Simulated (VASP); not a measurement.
**A VASP 6.6.1 single-point calculation on InP**

INCAR

```
NELM = 120
SIGMA = 0.02
LWAVE = .FALSE.
PREC = Accurate
ENCUT = 520
ISMEAR = -1
LCHARG = .FALSE.
NSW = 0
GGA = PE
EDIFF = 1E-7
ISIF = 2
LREAL = .FALSE.
LASPH = .TRUE.
NBANDS = 49
IBRION = -1
```

KPOINTS

```
KPOINTS created by Atomic Simulation Environment
0
Gamma
8 8 8
0 0 0
```

POSCAR

```
In P
 1.0000000000000000
    -0.0000000000000000    2.9537876348216452    2.9537876348216452
     2.9537876348216452    0.0000000000000000    2.9537876348216452
     2.9537876348216452    2.9537876348216452    0.0000000000000000
 In  P
   1   1
Cartesian
  0.0000000000000000  0.0000000000000000 -0.0000000000000000
  1.4768938174108228  1.4768938174108228  1.4768938174108228
```

The recommended PBE PAW datasets give the neutral cell 18 valence electrons.

Command

```
mpirun -np 1 vasp_std
```

OSZICAR

```
N       E                     dE             d eps       ncg     rms          rms(c)
DAV:   1     0.161011110624E+03    0.16101E+03   -0.55938E+03  3437   0.406E+02
DAV:   2     0.144865212681E+02   -0.14652E+03   -0.12245E+03  3043   0.167E+02
DAV:   3    -0.812164958580E+01   -0.22608E+02   -0.22007E+02  3416   0.455E+01
DAV:   4    -0.880481649569E+01   -0.68317E+00   -0.68222E+00  3484   0.791E+00
DAV:   5    -0.881164217598E+01   -0.68257E-02   -0.68249E-02  3371   0.845E-01    0.551E+00
DAV:   6    -0.842858287331E+01    0.38306E+00   -0.19920E-01  4306   0.407E+00    0.313E+00
DAV:   7    -0.839819852628E+01    0.30384E-01   -0.38936E-02  4187   0.875E-01    0.132E+00
DAV:   8    -0.839868002069E+01   -0.48149E-03   -0.80422E-03  3505   0.362E-01    0.139E-01
DAV:   9    -0.839919558584E+01   -0.51557E-03   -0.46286E-04  3507   0.861E-02    0.105E-01
DAV:  10    -0.839932960761E+01   -0.13402E-03   -0.44775E-05  3558   0.414E-02    0.411E-02
DAV:  11    -0.839939066417E+01   -0.61057E-04   -0.28063E-05  3225   0.217E-02    0.646E-03
DAV:  12    -0.839939231716E+01   -0.16530E-05   -0.10901E-06  3610   0.358E-03    0.342E-03
DAV:  13    -0.839939273751E+01   -0.42036E-06   -0.37329E-07  3199   0.188E-03    0.126E-03
DAV:  14    -0.839939275759E+01   -0.20077E-07   -0.15133E-08  3343   0.426E-04
   1 F= -.83993928E+01 E0= -.83993928E+01  d E =-.200480E-08
```

From OUTCAR

```
k-points           NKPTS =     29   k-points in BZ     NKDIM =     29   number of bands    NBANDS=     49

   NELECT =      18.0000    total number of electrons

   dimension x,y,z NGX =    32 NGY =   32 NGZ =   32
   dimension x,y,z NGXF=    64 NGYF=   64 NGZF=   64

  energy-cutoff  :      520.00
  volume of cell :       51.54
      direct lattice vectors                 reciprocal lattice vectors
     0.000000000  2.953787635  2.953787635    -0.169274187  0.169274187  0.169274187
     2.953787635  0.000000000  2.953787635     0.169274187 -0.169274187  0.169274187
     2.953787635  2.953787635  0.000000000     0.169274187  0.169274187 -0.169274187

 k-points in reciprocal lattice and weights: KPOINTS created by Atomic Simulation Env
   0.00000000  0.00000000  0.00000000       0.002
   0.12500000  0.00000000  0.00000000       0.016
   0.25000000  0.00000000  0.00000000       0.016
   0.37500000  0.00000000  0.00000000       0.016
   0.50000000  0.00000000  0.00000000       0.008
   0.12500000  0.12500000  0.00000000       0.012
   0.25000000  0.12500000  0.00000000       0.047
   0.37500000  0.12500000  0.00000000       0.047
   ...

 E-fermi :   5.2351

 k-point     1 :       0.0000    0.0000    0.0000
  band No.  band energies     occupation
      1      -9.2081      2.00000
      2      -9.2081      2.00000
      3      -9.2081      2.00000
      4      -9.0676      2.00000
      5      -9.0676      2.00000
      6      -6.4243      2.00000
      7       4.9329      2.00000
      8       4.9329      2.00000
      9       4.9329      2.00000
     10       5.5153      0.00000
     11       9.0246      0.00000
     12       9.0246      0.00000
     13       9.0246      0.00000
     14      13.4045      0.00000
     15      14.3441      0.00000
     16      14.3441      0.00000
     17      16.0750      0.00000
     18      16.0750      0.00000
     19      16.0750      0.00000
     20      18.7364      0.00000
     21      26.6397      0.00000
     22      26.6397      0.00000
     23      26.6397      0.00000
     24      28.6997      0.00000
     25      28.6997      0.00000
     26      28.6997      0.00000
     27      28.7763      0.00000
     28      28.7763      0.00000
     29      28.7763      0.00000
     30      29.6631      0.00000
     31      29.6631      0.00000
     32      37.3250      0.00000
     33      38.4293      0.00000
     34      38.4293      0.00000
     35      38.4293      0.00000
     36      38.4878      0.00000
     37      38.8167      0.00000
     38      38.8167      0.00000
     39      41.4554      0.00000
     40      42.2244      0.00000
     41      42.2244      0.00000
     42      42.2244      0.00000
     43      42.3368      0.00000
     44      42.3368      0.00000
     45      42.3368      0.00000
     46      43.1910      0.00000
     47      43.1910      0.00000
     48      43.1910      0.00000
     49      44.4756      0.00000

 ...

  Total        0.5153501      0.5153501      0.5153501      0.0000000     -0.0000000      0.0000000
  in kB       16.0193595     16.0193595     16.0193595      0.0000000     -0.0000000      0.0000000
  external PRESSURE =      16.0193595 kB  Pullay stress =       0.0000000 kB

 POSITION                                       TOTAL-FORCE (eV/Angst)
 -----------------------------------------------------------------------------------
      0.00000      0.00000      0.00000        -0.000000     -0.000000     -0.000000
      1.47689      1.47689      1.47689         0.000000      0.000000      0.000000
 -----------------------------------------------------------------------------------
    total drift:                               -0.000000     -0.000000     -0.000000

  FREE ENERGIE OF THE ION-ELECTRON SYSTEM (eV)
  ---------------------------------------------------
  free  energy   TOTEN  =        -8.3993927576 eV

  energy  without entropy=       -8.3993927556  energy(sigma->0) =       -8.39939276
```

It converged. Results: gap between bands v and c on the k mesh 0.58 eV; least direct gap on the k mesh 0.58 eV; pressure 1.6 GPa. Band v is the last that the valence electrons fill when counted band by band, and c is the next.

For comparison, a separate PBE run of the intended cell, on usual settings and not on those above, gives a gap of 0.58 eV on its mesh and a pressure of 1.6 GPa.

The run above took about 70 s on one core of a shared host (Intel Xeon Platinum 8488C) and held 0.2 GiB at most.
